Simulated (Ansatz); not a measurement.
TiC: single point with PBE

Crystal: TiC.

```
CELL_PARAMETERS angstrom
0.00000 2.16572 2.16572
2.16572 0.00000 2.16572
2.16572 2.16572 0.00000
ATOMIC_POSITIONS crystal
Ti 0.00000 0.00000 0.00000
C 0.50000 0.50000 0.50000
```

The cell is a database's computed one.

| Quantity | Value |
| --- | --- |
| Program | Ansatz 0.2.0 |
| Task | single point |
| Functional | PBE |
| Potentials or basis | Ansatz PAW |
| Cutoff | 420 eV (not typed: the program's choice for these potentials) |
| k mesh | 11 × 11 × 11 |
| Occupations | gaussian, width 0.02 eV |
| Spin | no spin polarisation |

```yaml
Pressure: 0.3 GPa
Band_gap_on_the_k_mesh: none (metal or under the smearing width)
```

Levels at points of the mesh, in eV from the Fermi level:
| k point | band 5 | band 6 | band 7 | band 8 | band 9 | band 10 | band 11 | band 12 |
| --- | --- | --- | --- | --- | --- | --- | --- | --- |
| (0.00, 0.00, 0.00) | -12.54 | 0.55 | 0.55 | 0.55 | 1.53 | 1.53 | 1.53 | 1.58 |

Run time: 0.86 s on 2 threads of Arm Neoverse V1, on a shared host, peak memory 0.28 GiB.
